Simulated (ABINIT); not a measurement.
# TiB2 (P6/mmm) in ABINIT: settings compared, part 3 of 3

ABINIT 10.8.3 (patched build). Earlier steps stand in the parts before.

### 5 Equation of state, RPBE

Input file run.abi:

```
# Datasets: one volume each
ndtset 7
getwfk -1
scalecart1 3*0.9795861087
scalecart2 3*0.9864848297
scalecart3 3*0.9932883884
scalecart4 3*1.0000000000
scalecart5 3*1.0066227096
scalecart6 3*1.0131594038
scalecart7 3*1.0196128224

# Pseudopotentials
pp_dirpath "./"
pseudos "Ti.GGA_PBE-JTH.xml, B.GGA_PBE-JTH.xml"

# Structure
acell 3*1.0
rprim
     5.7243583767     0.0000000000     0.0000000000
    -2.8621791884     4.9574397745     0.0000000000
     0.0000000000     0.0000000000     6.1007918207
ntypat 2
znucl 22 5
natom 3
typat 1 2 2
xred
     0.0000000000     0.0000000000     0.0000000000
     0.6666666667     0.3333333333     0.5000000000
     0.3333333333     0.6666666667     0.5000000000

# Plane-wave basis
ecut 15.0
pawecutdg 30.0
pawovlp 30

# k points
kptopt 1
ngkpt 10 10 8
nshiftk 1
shiftk 0.0 0.0 0.0

# Exchange and correlation
ixc 15

# Bands and occupations
nband 13
occopt 3
tsmear 0.00183747

# SCF cycle
nstep 100
tolvrs 1.0e-9

# Output
iomode 3
prtwf 1
prtden 0
prteig 0
prtebands 0
enunit 1
```

Potentials or basis: JTH PAW PBE v2.0.

Run with:

```
abinit run.abi > log 2>&1
```

run.abo:

```text
.Version 10.8.3 of ABINIT
 DATASET    1 : space group P6/m m m (#191); Bravais hP (primitive hexag.)
================================================================================
 Values of the parameters that define the memory need for DATASET  1.
     intxc =       0    ionmov =       0      iscf =      17    lmnmax =      18
     lnmax =       6     mgfft =      24  mpssoang =       3    mqgrid =    3001
     natom =       3  nloc_mem =       2    nspden =       1   nspinor =       1
    nsppol =       1      nsym =      24    n1xccc =       1    ntypat =       2
    occopt =       3   xclevel =       2
       mpw =         464          nfft =        9600          nkpt =          70
 PAW method is used; the additional fine FFT grid is defined by:
   mgfftf=        30    nfftf =     27000
================================================================================
================================================================================
[... 71 lines left out ...]
 DATASET    7 : space group P6/m m m (#191); Bravais hP (primitive hexag.)
================================================================================
 Values of the parameters that define the memory need for DATASET  7.
     intxc =       0    ionmov =       0      iscf =      17    lmnmax =      18
     lnmax =       6     mgfft =      24  mpssoang =       3    mqgrid =    3001
     natom =       3  nloc_mem =       2    nspden =       1   nspinor =       1
    nsppol =       1      nsym =      24    n1xccc =       1    ntypat =       2
    occopt =       3   xclevel =       2
       mpw =         521          nfft =       13824          nkpt =          70
 PAW method is used; the additional fine FFT grid is defined by:
   mgfftf=        32    nfftf =     28800
[... 1502 lines left out ...]
           etotal3    -6.4419103466E+01
           etotal4    -6.4420058133E+01
           etotal5    -6.4420388280E+01
           etotal6    -6.4420156621E+01
           etotal7    -6.4419405099E+01
            fcart1    -1.6006207687E-29 -8.3170694855E-29 -0.0000000000E+00
                      -1.6006207687E-29  2.7723564951E-29 -0.0000000000E+00
                       3.2012415375E-29  5.5447129904E-29 -0.0000000000E+00
            fcart2     1.5894272503E-29  9.1765625086E-30 -0.0000000000E+00
                      -3.1788545006E-29  3.6706250034E-29 -0.0000000000E+00
                       1.5894272503E-29 -4.5882812542E-29 -0.0000000000E+00
            fcart3    -3.1570808411E-29 -1.8227414735E-29 -0.0000000000E+00
                       1.5785404206E-29  1.1847819578E-28 -0.0000000000E+00
                       1.5785404206E-29 -1.0025078104E-28 -0.0000000000E+00
            fcart4    -6.2717834814E-29 -6.3256481078E-40 -0.0000000000E+00
[... 52 lines left out ...]
           xangst3     0.0000000000E+00  0.0000000000E+00  0.0000000000E+00
                       1.5044345920E+00  8.6858571668E-01  1.6033661155E+00
                      -1.7520994751E-11  1.7371714334E+00  1.6033661155E+00
           xangst4     0.0000000000E+00  0.0000000000E+00  0.0000000000E+00
                       1.5145999990E+00  8.7445471710E-01  1.6141999989E+00
                      -1.7639113514E-11  1.7489094342E+00  1.6141999989E+00
           xangst5     0.0000000000E+00  0.0000000000E+00  0.0000000000E+00
                       1.5246307549E+00  8.8024597675E-01  1.6248903767E+00
                      -1.7755989272E-11  1.7604919535E+00  1.6248903767E+00
           xangst6     0.0000000000E+00  0.0000000000E+00  0.0000000000E+00
                       1.5345312319E+00  8.8596201983E-01  1.6354419085E+00
                      -1.7871233696E-11  1.7719240397E+00  1.6354419085E+00
           xangst7     0.0000000000E+00  0.0000000000E+00  0.0000000000E+00
                       1.5443055797E+00  8.9160524217E-01  1.6458590168E+00
                      -1.7985001525E-11  1.7832104843E+00  1.6458590168E+00
             xred      0.0000000000E+00  0.0000000000E+00  0.0000000000E+00
                       6.6666666667E-01  3.3333333333E-01  5.0000000000E-01
                       3.3333333333E-01  6.6666666667E-01  5.0000000000E-01
 Calculation completed.
```

It took 95 s on 1 thread of Arm Neoverse V1, shared host; peak memory 0.14 GiB.

What came out:

```
Equilibrium volume                        : 8.73 Å³/atom
Bulk modulus at fixed shape and positions : 244 GPa
Pressure derivative of the bulk modulus   : 4.0
```

Energy against volume, from the lowest point:
| volume (Å³/atom) | energy (meV/atom) |
| --- | --- |
| 8.039 | 48.39 |
| 8.210 | 26.58 |
| 8.381 | 11.65 |
| 8.552 | 2.99 |
| 8.723 | 0.00 |
| 8.894 | 2.10 |
| 9.065 | 8.92 |

Caveat: pressures at fixed basis lie under the slope of the energies; the cell was scaled at fixed shape and fractional positions, which overstates the stiffness of a crystal with free parameters, most of all of layers and chains; the PAW data sets were made with another functional, which shifts forces and pressure a little; the atomic spheres overlap.

### 6 Band structure, SOGGA

Input file run.abi:

```
# Datasets: ground state, then fixed potential
ndtset 2

# Pseudopotentials
pp_dirpath "./"
pseudos "Ti.GGA_PBE-JTH.xml, B.GGA_PBE-JTH.xml"

# Structure
acell 3*1.0
rprim
     5.7243583767     0.0000000000     0.0000000000
    -2.8621791884     4.9574397745     0.0000000000
     0.0000000000     0.0000000000     6.1007918207
ntypat 2
znucl 22 5
natom 3
typat 1 2 2
xred
     0.0000000000     0.0000000000     0.0000000000
     0.6666666667     0.3333333333     0.5000000000
     0.3333333333     0.6666666667     0.5000000000

# Plane-wave basis
ecut 15.0
pawecutdg 30.0

# Exchange and correlation
ixc -150130

# Bands and occupations
occopt 3
tsmear 0.05 eV

# SCF cycle
nstep 100

# Output
iomode 3
prtwf 0
prteig 0
prtebands 0
enunit 1
prtden1 1

# Dataset 1
kptopt1 1
ngkpt1 10 10 8
nshiftk1 1
shiftk1 0.0 0.0 0.0
nband1 13
tolvrs1 1.0e-9

# Dataset 2: bands along G-M-K-G-A-L-H-A
iscf2 -2
getden2 1
nband2 19
nbdbuf2 4
tolwfr2 1.0e-11
kptopt2 -7
ndivsm2 5
prteig2 1
prtvol2 -3
kptbounds2
     0.0000000000     0.0000000000     0.0000000000
     0.5000000000     0.0000000000     0.0000000000
     0.3333333333     0.3333333333     0.0000000000
     0.0000000000     0.0000000000     0.0000000000
     0.0000000000     0.0000000000     0.5000000000
     0.5000000000     0.0000000000     0.5000000000
     0.3333333333     0.3333333333     0.5000000000
     0.0000000000     0.0000000000     0.5000000000
```

Potentials or basis: JTH PAW PBE v2.0.

Run with:

```
abinit run.abi > log 2>&1
```

Wall time 37 s (1 thread of Arm Neoverse V1, shared host); peak memory 0.11 GiB.

The run converged. Its results:

```yaml
Free_energy: -1751.6603 eV
Pressure: -5.6 GPa
Band_gap_on_the_k_mesh: none (metal or under the smearing width)
```

Stress tensor (GPa, compression positive):
```
-4.35  0.00  0.00
 0.00 -4.35  0.00
 0.00  0.00 -8.03
```

Levels at the corners of the path, in eV from the Fermi level:
| point | band 5 | band 6 | band 7 | band 8 | band 9 | band 10 | band 11 | band 12 | band 13 | band 14 |
| --- | --- | --- | --- | --- | --- | --- | --- | --- | --- | --- |
| Γ | -13.46 | -2.52 | -2.52 | -2.25 | -2.13 | 2.00 | 2.00 | 3.80 | 3.80 | 5.81 |
| M | -9.34 | -9.13 | -3.18 | -3.17 | -2.26 | 1.44 | 2.87 | 3.36 | 3.44 | 7.41 |
| K | -8.22 | -8.22 | -7.34 | -1.80 | -1.80 | 1.46 | 1.46 | 2.09 | 7.08 | 7.08 |
| Γ | -13.46 | -2.52 | -2.52 | -2.25 | -2.13 | 2.00 | 2.00 | 3.80 | 3.80 | 5.81 |
| A | -11.48 | -7.62 | -0.43 | -0.43 | -0.12 | -0.12 | 0.51 | 0.51 | 1.73 | 6.63 |
| L | -9.67 | -7.47 | -4.57 | -3.81 | -3.11 | 2.60 | 3.06 | 4.64 | 4.74 | 5.40 |
| H | -8.48 | -8.48 | -5.67 | -3.13 | -3.13 | 2.63 | 4.40 | 4.40 | 4.63 | 4.63 |
| A | -11.48 | -7.62 | -0.43 | -0.43 | -0.12 | -0.12 | 0.51 | 0.51 | 1.73 | 6.63 |

Caveat: the PAW data sets were made with another functional, which shifts forces and pressure a little; the atomic spheres overlap.

### 7 The runs side by side

```tsv
task	level	potentials or basis	cutoff (eV)	fine-grid cutoff	gap on the mesh (eV)	pressure (GPa)	V0 of scaled cells (Å³/atom)	B0 (GPa)
equation of state	PBE	JTH PAW PBE v2.0	571	1142.88 eV	-	-	8.58	255
band structure	PW91	JTH PAW PBE v2.0	408	816.342 eV	none	0.7	-	-
band structure	PBE	SG15 NC PBE v1.2	1143	-	none	-0.7	-	-
equation of state	RPBE	JTH PAW PBE v2.0	408	816.342 eV	-	-	8.73	244
band structure	SOGGA	JTH PAW PBE v2.0	408	816.342 eV	none	-5.6	-	-
```

Alike in all rows: no spin polarisation; cell as given; k mesh 10 × 10 × 8; smearing fermi-dirac 0.05 eV.

Caveats: the atomic spheres overlap (some runs); the PAW data sets were made with another functional, which shifts forces and pressure a little (some runs); pressures at fixed basis lie under the slope of the energies (some runs); the cell was scaled at fixed shape and fractional positions, which overstates the stiffness of a crystal with free parameters, most of all of layers and chains (some runs).

Absolute energies hang on the potentials; compare differences alone.
